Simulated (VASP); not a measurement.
The system is AlP.

```xyz
2
Lattice="0.0000 2.7357 2.7357 2.7357 0.0000 2.7357 2.7357 2.7357 0.0000" Properties=species:S:1:pos:R:3 pbc="T T T"
Al    0.0000    0.0000    0.0000
P     1.3679    1.3679    1.3679
```

Base run:

| Quantity | Value |
| --- | --- |
| Program | VASP 6.6.1 |
| Functional | HSE06 |
| Potentials or basis | VASP PAW PBE potentials, release 64 (Al, P) |
| Cutoff | 520 eV |
| k mesh | 6 × 6 × 6 |
| Occupations | gaussian, width 0.03 eV |
| Spin | no spin polarisation |

Its results: band gap on the k mesh 2.30 eV, indirect (least direct gap 4.19 eV); pressure 0.0 GPa.

Problem. The run is repeated on the same cell with these changes: functional from HSE06 to PBE0. What comes out?

Solution. Band gap on the k mesh 2.96 eV, indirect (least direct gap 4.85 eV); pressure -0.1 GPa.

Caveats: the PAW data sets were made with another functional, which shifts forces and pressure a little.
